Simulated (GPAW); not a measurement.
# HfO2 (Fm-3m) in GPAW: one-shot levels on a semilocal density with r2SCAN

Aim: the one-shot levels on a semilocal density of HfO2 with r2SCAN.

Program: GPAW 26.7.0. These are calculated values, not measurements. Logs are shortened: lines on timing, memory, paths and dates and some standing lists are left out, and cuts for length are marked. The log counts tension as positive stress, the text compression.

**1. The cell of the first run**

The structure is cubic, space group Fm-3m (No. 225). Conventional cell: a = 5.182 Å, b = 5.182 Å, c = 5.182 Å, α = 90.00°, β = 90.00°, γ = 90.00°. Around Hf (site symmetry m-3m) lie 8 O at 2.24 Å. O (site symmetry -43m) has 4 Hf at 2.24 Å as nearest neighbours.

Measurements of this composition are mostly on another form, of space group No. 14.

**2. One-shot levels on a semilocal density, r2SCAN (volume scaled by 1.04)**

run.py reads:

```python
import numpy as np
from ase import Atoms
from ase.dft.bandgap import bandgap
from ase.io import write
from ase.units import Ha
from gpaw import GPAW, PW
from gpaw.hybrids.energy import non_self_consistent_energy
from gpaw.new.pw.nschse import non_self_consistent_matrix_elements

atoms = Atoms(['Hf', 'O', 'O'],
              cell=[[0.0, 2.5911551753, 2.5911551753],
                    [2.5911551753, 0.0, 2.5911551753],
                    [2.5911551753, 2.5911551753, 0.0]],
              scaled_positions=[[0.0, 0.0, 0.0],
                                [0.75, 0.75, 0.75],
                                [0.25, 0.25, 0.25]],
              pbc=True)

calc = GPAW(mode=PW(550),
            xc='MGGA_X_R2SCAN+MGGA_C_R2SCAN',
            kpts={'size': (5, 5, 5), 'gamma': True},
            occupations={'name': 'fermi-dirac', 'width': 0.001},
            nbands=24,
            convergence={'density': 1e-06, 'bands': 22},
            maxiter=150,
            txt='gpaw.txt')
atoms.calc = calc
energy = atoms.get_potential_energy()
calc.write('gs.gpw')
write('result.traj', atoms)
print(f'Energy: {energy:.6f} eV')
print('Fermi level:', round(calc.get_fermi_level(), 4), 'eV')
print(f'Gap: {bandgap(calc)[0]:.4f} eV, direct: {bandgap(calc, direct=True)[0]:.4f} eV')

calc.write('wfs.gpw', mode='all')
eps = calc.eigenvalues()
free = calc.get_potential_energy(force_consistent=True)
semilocal_x = free + calc.get_xc_difference('MGGA_X_R2SCAN')  # without correlation
exact_x = non_self_consistent_energy(calc, 'EXX').sum()
h_x = non_self_consistent_matrix_elements(GPAW('wfs.gpw').dft, 'MGGA_X_R2SCAN')
h_exx = non_self_consistent_matrix_elements(GPAW('wfs.gpw').dft, 'EXX')
shift = np.einsum('sknn->skn', h_exx - h_x).real * Ha
np.savetxt('shift.dat', shift[..., :22].reshape((-1, 22)), fmt='%.4f')
occupied = eps < calc.get_fermi_level()
for name, a in {'r2SCAN0': 0.25, 'r2SCANh': 0.1, 'r2SCAN50': 0.5}.items():
    levels = (eps + a * shift)[..., :22]
    gap = levels[~occupied[..., :22]].min() - levels[occupied[..., :22]].max()
    print(f'{name}: share {a}, energy {free + a * (exact_x - semilocal_x):.6f} eV, gap {gap:.4f} eV')
```

Potentials or basis: GPAW PAW data sets (gpaw-data 1.2.1), pw.

Launch:

```console
> OMP_NUM_THREADS=1 python run.py
```

gpaw.txt:

```text
__  _  _
 | _ |_)|_||  |
 |__||  | ||/\| - 26.7.0

Input parameters:
  mode=PW(ecut=550.0),
  convergence={'density': 1e-06, 'bands': 22},
  kpts=MonkhorstPack(size=(5, 5, 5), gamma=True),
  maxiter=150,
  nbands=24,
  occupations=Occupations(name='fermi-dirac', width=0.001),
  xc=XC(name='MGGA_X_R2SCAN+MGGA_C_R2SCAN')

Diagonalizing LCAO Hamiltonian
Converting LCAO to pw mode

                   O

           O

       Hf

Atoms  # Å, Bohr magnetons
|   | symbol |        x |        y |        z |    initial magnetic moments |
|---|--------|----------|----------|----------|-----------------------------|
| 0 |     Hf | 0.000000 | 0.000000 | 0.000000 | ( 0.0000,  0.0000,  0.0000) |
| 1 |      O | 3.886733 | 3.886733 | 3.886733 | ( 0.0000,  0.0000,  0.0000) |
| 2 |      O | 1.295578 | 1.295578 | 1.295578 | ( 0.0000,  0.0000,  0.0000) |

Unit cell  # Å
| periodic |        x |        y |        z |  lengths |    angles |
|----------|----------|----------|----------|----------|-----------|
|      yes | 0.000000 | 2.591155 | 2.591155 | 3.664447 | 60.000000 |
|      yes | 2.591155 | 0.000000 | 2.591155 | 3.664447 | 60.000000 |
|      yes | 2.591155 | 2.591155 | 0.000000 | 3.664447 | 60.000000 |

Number of symmetries: 48
Symmetry operations  # r_c * U_cc + t_c -> r_c
|    | kind |            matrix            |
|----|------|------------------------------|
|  0 |  σ   |  1, 0, 0,  1, 0,-1,  1,-1, 0 |
|  1 |  C2  |  1, 0, 0,  1,-1, 0,  1, 0,-1 |
|  2 |  E   |  1, 0, 0,  0, 1, 0,  0, 0, 1 |
|  3 |  σ   |  1, 0, 0,  0, 0, 1,  0, 1, 0 |
|  4 |  C4  |  1, 0,-1,  1, 0, 0,  1,-1, 0 |
|  5 |  S6  |  1, 0,-1,  1,-1, 0,  1, 0, 0 |
|  6 |  σ   |  1, 0,-1,  0, 1,-1,  0, 0,-1 |
|  7 |  C3  |  1, 0,-1,  0, 0,-1,  0, 1,-1 |
|  8 |  S6  |  1,-1, 0,  1, 0, 0,  1, 0,-1 |
|  9 |  C4  |  1,-1, 0,  1, 0,-1,  1, 0, 0 |
| 10 |  C3  |  1,-1, 0,  0,-1, 1,  0,-1, 0 |
| 11 |  σ   |  1,-1, 0,  0,-1, 0,  0,-1, 1 |
| 12 |  σ   |  0, 1, 0,  1, 0, 0,  0, 0, 1 |
| 13 |  C4  |  0, 1, 0,  0, 1,-1, -1, 1, 0 |
| 14 |  C3  |  0, 1, 0,  0, 0, 1,  1, 0, 0 |
| 15 |  S6  |  0, 1, 0, -1, 1, 0,  0, 1,-1 |
| 16 |  C2  |  0, 1,-1,  1, 0,-1,  0, 0,-1 |
| 17 |  σ   |  0, 1,-1,  0, 1, 0, -1, 1, 0 |
| 18 |  S4  |  0, 1,-1,  0, 0,-1,  1, 0,-1 |
| 19 |  C4  |  0, 1,-1, -1, 1, 0,  0, 1, 0 |
| 20 |  C3  |  0, 0, 1,  1, 0, 0,  0, 1, 0 |
| 21 |  σ   |  0, 0, 1,  0, 1, 0,  1, 0, 0 |
| 22 |  S6  |  0, 0, 1,  0,-1, 1, -1, 0, 1 |
| 23 |  C4  |  0, 0, 1, -1, 0, 1,  0,-1, 1 |
| 24 |  S4  |  0, 0,-1,  1, 0,-1,  0, 1,-1 |
| 25 |  C3  |  0, 0,-1,  0, 1,-1,  1, 0,-1 |
| 26 |  C2  |  0, 0,-1,  0,-1, 0, -1, 0, 0 |
| 27 |  S6  |  0, 0,-1, -1, 0, 0,  0,-1, 0 |
| 28 |  S4  |  0,-1, 1,  1,-1, 0,  0,-1, 0 |
| 29 |  C4  |  0,-1, 1,  0, 0, 1, -1, 0, 1 |
| 30 |  C2  |  0,-1, 1,  0,-1, 0,  1,-1, 0 |
| 31 |  σ   |  0,-1, 1, -1, 0, 1,  0, 0, 1 |
| 32 |  C3  |  0,-1, 0,  1,-1, 0,  0,-1, 1 |
| 33 |  S6  |  0,-1, 0,  0, 0,-1, -1, 0, 0 |
| 34 |  S4  |  0,-1, 0,  0,-1, 1,  1,-1, 0 |
| 35 |  C2  |  0,-1, 0, -1, 0, 0,  0, 0,-1 |
| 36 |  C2  | -1, 1, 0,  0, 1, 0,  0, 1,-1 |
| 37 |  S6  | -1, 1, 0,  0, 1,-1,  0, 1, 0 |
| 38 |  S4  | -1, 1, 0, -1, 0, 1, -1, 0, 0 |
| 39 |  C3  | -1, 1, 0, -1, 0, 0, -1, 0, 1 |
| 40 |  S6  | -1, 0, 1,  0, 0, 1,  0,-1, 1 |
| 41 |  C2  | -1, 0, 1,  0,-1, 1,  0, 0, 1 |
| 42 |  C3  | -1, 0, 1, -1, 1, 0, -1, 0, 0 |
| 43 |  S4  | -1, 0, 1, -1, 0, 0, -1, 1, 0 |
| 44 |  C2  | -1, 0, 0,  0, 0,-1,  0,-1, 0 |
| 45 |  i   | -1, 0, 0,  0,-1, 0,  0, 0,-1 |
| 46 |  σ   | -1, 0, 0, -1, 1, 0, -1, 0, 1 |
| 47 |  C2  | -1, 0, 0, -1, 0, 1, -1, 1, 0 |

BZ-sampling:
  Number of BZ points: 125
  Number of IBZ points: 10

  Monkhorst-Pack size: [5, 5, 5]
  Monkhorst-Pack shift: [0, 0, 0]

K-points  # in reciprocal-cell coordinates
|   |                                coordinates |     weight |
|---|--------------------------------------------|------------|
| 0 | (  0.00000000,   0.00000000,   0.00000000) | 0.00800000 |
| 1 | (  0.20000000,   0.20000000,   0.00000000) | 0.04800000 |
| 2 | (  0.20000000,   0.20000000,   0.20000000) | 0.06400000 |
| 3 | (  0.40000000,   0.20000000,  -0.20000000) | 0.19200000 |
| 4 | (  0.40000000,   0.20000000,   0.20000000) | 0.09600000 |
| 5 | (  0.40000000,   0.40000000,  -0.40000000) | 0.19200000 |
| 6 | (  0.40000000,   0.40000000,  -0.20000000) | 0.09600000 |
| 7 | (  0.40000000,   0.40000000,   0.00000000) | 0.04800000 |
| 8 | (  0.40000000,   0.40000000,   0.20000000) | 0.19200000 |
| 9 | (  0.40000000,   0.40000000,   0.40000000) | 0.06400000 |

Plane wave coefficients: 1031
Cutoff: 550.0 eV

Spin-components: 1 (collinear spins)
Bands:           24
Projectors:      16
Spin-degeneracy: 2
Datatype:        complex128

Parallelization:
  kpt:    1
  domain: 1
  band:   1

Density:
  Valence electrons: 24.0
  Components: 1
  Grid points: [20 20 20]
  Charge: 0.0  # |e|

Potential:
  Grid points: [20 20 20]

species:
  Hf:
    name:    Hafnium
    Z:       72.0
    valence: 12
    core:    60
    charge:  0.0  # [|e|]
    compensation charges:
      type: gauss
      rc: 0.41  # [Å]
      lmax: 2
    cutoffs:
      filter: 2.36  # [Å]
      core: 4.02  # [Å]
    projectors
    | kind |    occ | energy [eV] | rcut [Å] |
    |------|--------|-------------|----------|
    |   5s |  2.000 |     -66.831 |    1.397 |
    |   6s |  2.000 |      -5.097 |    1.397 |
    |   5p |  6.000 |     -35.599 |    1.307 |
    |   6p |  0.000 |      -1.401 |    1.307 |
    |   5d |  2.000 |      -2.699 |    1.334 |
    |    d |        |      24.513 |    1.334 |

    Using partial waves for Hf as LCAO basis

  O:
    name:    Oxygen
    Z:       8.0
    valence: 6
    core:    2
    charge:  0.0  # [|e|]
    compensation charges:
      type: gauss
      rc: 0.21  # [Å]
      lmax: 2
    cutoffs:
      filter: 1.17  # [Å]
      core: 0.83  # [Å]
    projectors
    | kind |    occ | energy [eV] | rcut [Å] |
    |------|--------|-------------|----------|
    |   2s |  2.000 |     -23.961 |    0.688 |
    |   2p |  4.000 |      -9.029 |    0.598 |
    |    s |        |       3.251 |    0.688 |
    |    p |        |      18.182 |    0.598 |
    |    d |        |       0.000 |    0.619 |

    Using partial waves for O as LCAO basis

Reference energy: -413967.819878  # eV

eigensolver:
  PPCG
  Converge bands: 22
  niter=2

density mixing:
  MSR1-Mixer
  Pratt-step length: 0.05
  Maximum mixing coefficient: 0.75
  Old densities: 10
  SVD Regularization: 0.005
  Good broyden scale: 1.0
  Trust region scale: 1.0
  Backstep threshold: 4.0
  History deletion threshold: 6.0
  Fourier metric: weight=20.0, sigma=0.015

occupation numbers:
  Fermi-Dirac:
    width: 0.0010  # eV

poisson solver:
  ecut: 4400.0  # eV

xc functional:
  name: MGGA_X_R2SCAN+MGGA_C_R2SCAN with 2 nearest neighbor stencil

convergence criteria:
- Maximum integral of absolute [dens]ity change: 1e-06 electrons / valence electron
- Maximum [total energy] change in last 3 cyles: 0.0005 eV / valence electron
- Maximum integral of absolute [eigenst]ate change: 4e-08 eV^2 / valence electron
maximum number of iterations: 150

SCF iterations
|iter     | |      energy | eigst |  dens |
|---------|-|-------------|-------|-------|
|iter:   1| |  -54.988015 | +1.95 |       |
|iter:   2| |  -46.059941 | +0.03 | -0.80 |
|iter:   3| |  -43.816066 | +0.04 | -0.84 |
|iter:   4| |  -43.446023 | -1.01 | -1.24 |
|iter:   5| |  -43.458387 | -2.10 | -1.66 |
|iter:   6| |  -43.455279 | -3.00 | -2.39 |
|iter:   7| |  -43.455299c| -4.73 | -3.07 |
|iter:   8| |  -43.455303c| -6.03 | -3.71 |
|iter:   9| |  -43.455303c| -6.92 | -4.33 |
|iter:  10| |  -43.455303c| -7.73c| -5.57 |
|iter:  11| |  -43.455303c| -8.47c| -5.94 |
|iter:  12| |  -43.455303c| -8.84c| -6.84c|

Converged in 12 steps
Energy contributions relative to reference atoms: (reference = -413967.819878)

Energy contributions:
  Kinetic:          13.911384
  Coulomb:         -18.035217
  Zero:             -0.137066
  External:          0.000000
  Xc:              -39.194402
  Entropy:          -0.000000
  Spinorbit:         0.000000
  ----------------------------
  Free energy:     -43.455303
  Extrapolated:    -43.455303

dipole moment: (-18.858477, -18.858477, -18.858477)  # |e|*Ang

Fermi level: 8.581
Eigenvalues  # (at kpt = [0.000, 0.000, 0.000])
| band index |      eig [eV] | occ [0-2] |
|------------|---------------|-----------|
|          0 |       -55.844 |     2.000 |
|        ... |               |           |
|          4 |       -12.037 |     2.000 |
|          5 |        -9.367 |     2.000 |
|          6 |         2.235 |     2.000 |
|          7 |         2.236 |     2.000 |
|          8 |         2.236 |     2.000 |
|          9 |         6.684 |     2.000 |
[... 8 lines left out ...]
|         18 |        21.725 |     0.000 |
|         19 |        21.725 |     0.000 |
|        ... |               |           |
|         23 |        32.130 |     0.000 |

Gap: 4.387 eV
Transition (v -> c):
  (s=0, k=6, n=11, [0.40, 0.40, -0.20]) -> (s=0, k=0, n=12, [0.00, 0.00, 0.00])
Direct/indirect transitions are different
Direct gap: 4.652 eV
Transition at: (s=0, k=6, n=11, [0.40, 0.40, -0.20])
# Writing to gs.gpw (mode='')

# Writing to wfs.gpw (mode='all')
```

It took 3.4 min on 1 thread of Arm Neoverse V1, shared host; peak memory 0.56 GiB.

Results:

```yaml
Free_energy: -43.4553 eV
Band_gap_on_the_k_mesh: 4.39 eV, indirect (least direct gap 4.65 eV)
```

Levels at points of the mesh, in eV from the valence-band top:
| k point | band 10 | band 11 | band 12 | band 13 | band 14 | band 15 |
| --- | --- | --- | --- | --- | --- | --- |
| (0.00, 0.00, 0.00) | -0.41 | -0.41 | -0.41 | 4.39 | 4.39 | 6.14 |

Band gaps from one-shot exact exchange on these states (eV): r2scan0 6.76, r2scanh 5.35, r2scan50 9.09

Caveat: the k mesh is coarse; energy and the plain gap are those of the semilocal run; the hybrids' values are one shot on its orbitals and mesh; spin-orbit coupling is left out, which moves the levels of the heavy elements; an odd mesh through Γ misses points on the zone boundary, where band edges often lie.
